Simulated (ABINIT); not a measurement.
Nb:

```
CELL_PARAMETERS angstrom
-1.66395 1.66395 1.66395
1.66395 -1.66395 1.66395
1.66395 1.66395 -1.66395
ATOMIC_POSITIONS crystal
Nb 0.00000 0.00000 0.00000
```

Base run:

```yaml
Program: ABINIT 10.8.3 (patched build)
Functional: SCAN
Potentials_or_basis: JTH PAW PBE v2.0
Cutoff: 517 eV
k_mesh: 11 × 11 × 11
Occupations: fermi-dirac, width 0.05 eV
Spin: no spin polarisation
```

Its results: band gap on the k mesh none (metal or under the smearing width); pressure -4.7 GPa.

Problem. The run is repeated on the same cell with these changes: functional from SCAN to LDA. What comes out?

Solution. Band gap on the k mesh none (metal or under the smearing width); pressure -11.8 GPa.

Caveats: the PAW data sets were made with another functional, which shifts forces and pressure a little.
